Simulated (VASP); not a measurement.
# KF (Fm-3m) in VASP: notebook, part 2 of 3

VASP 6.6.1. Earlier steps stand in the parts before.

### Step 3. Relaxation of cell and atoms, PBE+D3(BJ)

This run uses another cell than the first one, of 18.70 Å³/atom, 0.979 times its volume.

Input file INCAR:

```
PREC = Accurate
ENCUT = 600
EDIFF = 1E-6
ISMEAR = 0
SIGMA = 0.02
LREAL = False
LASPH = True
NELM = 60
ALGO = Normal
ISIF = 3
LWAVE = False
LCHARG = False
GGA = PE
IVDW = 12
IBRION = 2
NSW = 100
EDIFFG = -0.01
```

Input file KPOINTS:

```
Automatic mesh
0
Gamma
  8 8 8
```

Input file POSCAR:

```
KF
1.0
    0.0000000000      2.6544134600      2.6544134600
    2.6544134600      0.0000000000      2.6544134600
    2.6544134600      2.6544134600      0.0000000000
K F
1 1
Direct
    0.0000000000      0.0000000000      0.0000000000
    0.5000000000      0.5000000000      0.5000000000
```

Potentials or basis: VASP PAW PBE potentials, release 64 (K_sv, F).

The run is started by

```sh
> cat potpaw_PBE.64/K_sv/POTCAR potpaw_PBE.64/F/POTCAR > POTCAR
> mpirun -np 1 vasp_std > vasp.out
```

OUTCAR:

```text
PREC = Accurate
   ENCUT = 600
   EDIFF = 1E-6
   ISMEAR = 0
   LREAL = False
   LASPH = True
   NELM = 60
   ISIF = 3
   GGA = PE
   IVDW = 12
   IBRION = 2
   NSW = 100
   EDIFFG = -0.01
 IVDW          = 12

 ion  position               nearest neighbor table
   1  0.000  0.000  0.000-   2 2.65   2 2.65   2 2.65   2 2.65   2 2.65   2 2.65
   2  0.500  0.500  0.500-   1 2.65   1 2.65   1 2.65   1 2.65   1 2.65   1 2.65

  LATTYP: Found a face centered cubic cell.
 ALAT       =     5.3088269200

  Lattice vectors:

 A1 = (   0.0000000000,   2.6544134600,   2.6544134600)
 A2 = (   2.6544134600,   0.0000000000,   2.6544134600)
 A3 = (   2.6544134600,   2.6544134600,   0.0000000000)

Analysis of symmetry for initial positions (statically):
=====================================================================
 Subroutine PRICEL returns:
 Original cell was already a primitive cell.

 Routine SETGRP: Setting up the symmetry group for a
 face centered cubic supercell.

 Subroutine GETGRP returns: Found 48 space group operations
 (whereof 48 operations were pure point group operations)
 out of a pool of 48 trial point group operations.

The static configuration has the point symmetry O_h .

Analysis of symmetry for dynamics (positions and initial velocities):
=====================================================================
 Subroutine PRICEL returns:
 Original cell was already a primitive cell.

 Routine SETGRP: Setting up the symmetry group for a
 face centered cubic supercell.

 Subroutine GETGRP returns: Found 48 space group operations
 (whereof 48 operations were pure point group operations)
 out of a pool of 48 trial point group operations.

The dynamic configuration has the point symmetry O_h .

 Subroutine INISYM returns: Found 48 space group operations
 (whereof 48 operations are pure point group operations),
 and found     1 'primitive' translations

----------------------------------------------------------------------------------------

                                     Primitive cell

  volume of cell :      37.4055

  direct lattice vectors                    reciprocal lattice vectors
     0.000000000  2.654413460  2.654413460    -0.188365531  0.188365531  0.188365531
     2.654413460  0.000000000  2.654413460     0.188365531 -0.188365531  0.188365531
     2.654413460  2.654413460  0.000000000     0.188365531  0.188365531 -0.188365531

  length of vectors
     3.753907515  3.753907515  3.753907515     0.326258670  0.326258670  0.326258670

  position of ions in fractional coordinates (direct lattice)
     0.000000000  0.000000000  0.000000000
     0.500000000  0.500000000  0.500000000

  ion indices of the primitive-cell ions
   primitive index   ion index
                 1           1
                 2           2

----------------------------------------------------------------------------------------

 KPOINTS: Automatic mesh

Automatic generation of k-mesh.
 Grid dimensions read from file:
 generate k-points for:    8    8    8

 Generating k-lattice:

  Cartesian coordinates                     Fractional coordinates (reciprocal lattice)
    -0.023545691  0.023545691  0.023545691     0.125000000  0.000000000  0.000000000
     0.023545691 -0.023545691  0.023545691     0.000000000  0.125000000  0.000000000
     0.023545691  0.023545691 -0.023545691     0.000000000  0.000000000  0.125000000

  Length of vectors
     0.040782334  0.040782334  0.040782334

  Shift w.r.t. Gamma in fractional coordinates (k-lattice)
     0.000000000  0.000000000  0.000000000

 Subroutine IBZKPT returns following result:
 ===========================================

 Found     29 irreducible k-points:

 Following reciprocal coordinates:
            Coordinates               Weight
  0.000000  0.000000  0.000000      1.000000
  0.125000  0.000000  0.000000      8.000000
  0.250000  0.000000  0.000000      8.000000
  0.375000  0.000000  0.000000      8.000000
  0.500000  0.000000  0.000000      4.000000
  0.125000  0.125000  0.000000      6.000000
[... 16 lines left out ...]
  0.500000  0.250000  0.125000     48.000000
 -0.375000  0.250000  0.125000     24.000000
 [... further k-points ...]
   k-points           NKPTS =     29   k-points in BZ     NKDIM =     29   number of bands    NBANDS=     12
   number of dos      NEDOS =    301   number of ions     NIONS =      2
   total plane-waves  NPLWV =  27000
   dimension x,y,z NGX =    30 NGY =   30 NGZ =   30
   dimension x,y,z NGXF=    60 NGYF=   60 NGZF=   60
   ions per type =               1   1
   NGX,Y,Z   is equivalent  to a cutoff of  13.29, 13.29, 13.29 a.u.
   NGXF,Y,Z  is equivalent  to a cutoff of  26.57, 26.57, 26.57 a.u.
 SYSTEM =  unknown system
   PREC   = accura    normal or accurate (medium, high low for compatibility)
   ISTART =      0    job   : 0-new  1-cont  2-samecut
   ICHARG =      2    charge: 1-file 2-atom 10-const
   ISPIN  =      1    spin polarized calculation?
   LNONCOLLINEAR =      F non collinear calculations
   LSORBIT =      F    spin-orbit coupling
   LASPH  =      T    aspherical Exc in radial PAW
   ENCUT  =  600.0 eV  44.10 Ry    6.64 a.u.   7.50  7.50  7.50*2*pi/ulx,y,z
   NELM   =     60;   NELMIN=  2; NELMDL= -5     # of ELM steps
   EDIFF  = 0.1E-05   stopping-criterion for ELM
   LREAL  =      F    real-space projection
   EDIFFG = -.1E-01   stopping-criterion for IOM
   NSW    =    100    number of steps for IOM
   IBRION =      2    ionic relax: 0-MD 1-quasi-New 2-CG
   NFREE  =      1    steps in history (QN), initial steepest desc. (CG)
   ISIF   =      3    stress and relaxation
   ISYM   =      2    0-nonsym 1-usesym 2-fastsym
   POTIM  = 0.5000    time-step for ionic-motion
   TEBEG  =    0.0;   TEEND  =   0.0 temperature during run
   PSTRESS=    0.0 pullay stress
   NELECT =      16.0000    total number of electrons
   NUPDOWN=      -1.0000    fix difference up-down
   EMIN   =  10.00;   EMAX   =-10.00  energy-range for DOS
   EFERMI =   0.00;   METHOD = LEGACY
   ISMEAR =     0;   SIGMA  =   0.02  broadening in eV -4-tet -1-fermi 0-gaus
   EFERMI_NEDOS =   21; number of points for ismear=-14 and -15
   IALGO  =     38    algorithm
   IMIX   =      4    mixing-type and parameters
     AMIX     =   0.40;   BMIX     =  1.00
     AMIX_MAG =   1.60;   BMIX_MAG =  1.00
  volume/ion in A,a.u.               =      18.70       126.21
  Fermi-wavevector in a.u.,A,eV,Ry     =   1.233492  2.330961 20.701291  1.521502
  Thomas-Fermi vector in A             =   2.368220
   LORBIT       =      0    0 simple, 1 ext, 2 COOP (PROOUT), +10 PAW based schemes
   GGA     = PE    functional components
   LHFCALC =     F    Hartree Fock is set to
   AEXX    =    0.0000 exact exchange contribution
   IVDW    =    12    specifies the selected vdW correction
   LEPSILON=     F    determine dielectric tensor
   LRPA    =     F    only Hartree local field effects (RPA)
 conjugate gradient relaxation of ions
 non-spin polarized calculation
 Gauss-broadening in eV      SIGMA  =   0.02
  energy-cutoff  :      600.00
  volume of cell :       37.41
 maximum number of plane-waves:      1283
 NGX is ok and might be reduce to    30
   NGX = 15   NGY = 15   NGZ = 15

--------------------------------------- Ionic step        1  -------------------------------------------

 number of electron      16.0000003 magnetization

 Free energy of the ion-electron system (eV)
  ---------------------------------------------------
  ext. energy  EPLUGINS =         0.00000000
  ---------------------------------------------------
  free energy    TOTEN  =        -8.28272525 eV

  energy without entropy =       -8.28272525  energy(sigma->0) =       -8.28272525

------------------------ aborting loop because EDIFF is reached ----------------------------------------

 Edisp (eV)   -0.32273

 E8    (eV) :    -0.1529
[... 111 lines left out ...]
--------------------------------------- Ionic step        4  -------------------------------------------

 number of electron      15.9999996 magnetization

 Free energy of the ion-electron system (eV)
  ---------------------------------------------------
  ext. energy  EPLUGINS =         0.00000000
  ---------------------------------------------------
  free energy    TOTEN  =        -8.29162746 eV

  energy without entropy =       -8.29162746  energy(sigma->0) =       -8.29162746

 E-fermi :  -2.6346     XC(G=0):  -8.3930

 val. band max:       -2.8124546803   @ k =   0.0000   0.0000   0.0000
 cond. band min:       3.3426748858   @ k =   0.0000   0.0000   0.0000
 fundamental gap:      6.1551295661
 Fermi energy:        -2.6345620180

 k-point     1 :       0.0000    0.0000    0.0000
  band No.  band energies     occupation
      1     -28.9547      2.00000
      2     -21.4685      2.00000
      3     -12.2073      2.00000
      4     -12.2073      2.00000
      5     -12.2073      2.00000
      6      -2.8125      2.00000
      7      -2.8125      2.00000
      8      -2.8125      2.00000
      9       3.3427      0.00000
     10       7.8620      0.00000
     11       7.8620      0.00000
     12       7.8620      0.00000
[... 331 lines left out ...]
 k-point    24 :      -0.3750    0.2500    0.1250
  band No.  band energies     occupation
      1     -28.8493      2.00000
      2     -21.5316      2.00000
      3     -12.5252      2.00000
      4     -12.4215      2.00000
      5     -12.2797      2.00000
      6      -3.3798      2.00000
      7      -3.0898      2.00000
      8      -3.0673      2.00000
      9       6.5780      0.00000
     10       7.2699      0.00000
     11       8.8516      0.00000
     12       9.8952      0.00000

 [... further k-points ...]

------------------------ aborting loop because EDIFF is reached ----------------------------------------

 Edisp (eV)   -0.31572

 E8    (eV) :    -0.1497
[... 25 lines left out ...]
  FREE ENERGIE OF THE ION-ELECTRON SYSTEM (eV)
  ---------------------------------------------------
  free  energy   TOTEN  =        -8.6073471348 eV

  energy  without entropy=       -8.6073471348  energy(sigma->0) =       -8.60734713

 reached required accuracy - stopping structural energy minimisation
```

OSZICAR:

```text
N       E                     dE             d eps       ncg     rms          rms(c)
DAV:   1     0.126874001713E+03    0.12687E+03   -0.92187E+03   696   0.144E+03
DAV:   2    -0.400671085666E+01   -0.13088E+03   -0.12052E+03   880   0.345E+02
DAV:   3    -0.939092678350E+01   -0.53842E+01   -0.53546E+01   896   0.676E+01
[... 34 lines left out ...]
DAV:   3    -0.829165430016E+01    0.26822E-03   -0.48459E-04  1016   0.248E-01    0.674E-02
DAV:   4    -0.829161240788E+01    0.41892E-04   -0.17550E-04  1224   0.107E-01    0.551E-02
DAV:   5    -0.829162427668E+01   -0.11869E-04   -0.11184E-05  1096   0.257E-02    0.869E-03
DAV:   6    -0.829162685513E+01   -0.25784E-05   -0.50517E-06  1156   0.174E-02    0.227E-03
DAV:   7    -0.829162746424E+01   -0.60911E-06   -0.10832E-07   500   0.363E-03
   4 F= -.86073471E+01 E0= -.86073471E+01  d E =-.189039E-02
```

CONTCAR:

```text
KF
   1.00000000000000
     0.0000000000000000    2.6739114515255249    2.6739114515255249
     2.6739114515255249    0.0000000000000000    2.6739114515255249
     2.6739114515255249    2.6739114515255249    0.0000000000000000
  K               F
     1     1
Direct
     0.0000000000000000    0.0000000000000000    0.0000000000000000
     0.5000000000000000    0.5000000000000000    0.5000000000000000

  0.00000000E+00  0.00000000E+00  0.00000000E+00
  0.00000000E+00  0.00000000E+00  0.00000000E+00
```

Wall time 36 s (1 thread of Intel Xeon Platinum 8488C (Sapphire Rapids), shared host); peak memory 0.19 GiB.

Results:

- Free energy: -8.6073 eV
- Relaxed volume: 19.12 Å³/atom
- Relaxed cell: a = 3.781 Å, b = 3.781 Å, c = 3.781 Å, α = 60.00°, β = 60.00°, γ = 60.00°
- Space group after relaxing (to 0.05 Å): Fm-3m (No. 225)
- Energy gained by relaxing: 0.9 meV/atom
- Ionic steps: 4
- Pressure after relaxing: 0.0 GPa
- Band gap on the k mesh: 6.16 eV, direct
- Dispersion energy per atom: -0.158 eV

The path:
```csv
step,energy change (eV),largest force (eV/Å),pressure (GPa),volume (Å³)
1,0.0000,0.0000,0.77,37.41
2,-0.0016,0.0000,0.29,37.90
3,-0.0018,0.0000,-0.14,38.40
4,-0.0019,0.0000,0.00,38.24
```

Final structure:
```yaml
crystal:
  lattice:
    - [0.00000, 2.67391, 2.67391]
    - [2.67391, 0.00000, 2.67391]
    - [2.67391, 2.67391, 0.00000]
  atoms:
    - { symbol: K, position: [0.00000, 0.00000, 0.00000] }
    - { symbol: F, position: [0.50000, 0.50000, 0.50000] }
```

Levels at points of the mesh, in eV from the valence-band top:
| k point | band 4 | band 5 | band 6 | band 7 | band 8 | band 9 | band 10 | band 11 | band 12 |
| --- | --- | --- | --- | --- | --- | --- | --- | --- | --- |
| (0.00, 0.00, 0.00) | -9.39 | -9.39 | 0.00 | 0.00 | 0.00 | 6.16 | 10.67 | 10.67 | 10.67 |
| (0.50, 0.00, 0.00) | -9.43 | -9.43 | -0.79 | -0.34 | -0.34 | 9.06 | 10.59 | 12.06 | 12.06 |
| (0.50, 0.50, 0.00) | -9.60 | -9.60 | -0.21 | -0.06 | -0.06 | 8.20 | 10.29 | 11.79 | 13.60 |

A k mesh can miss the band edges.

(Continued in part 3 of 3.)
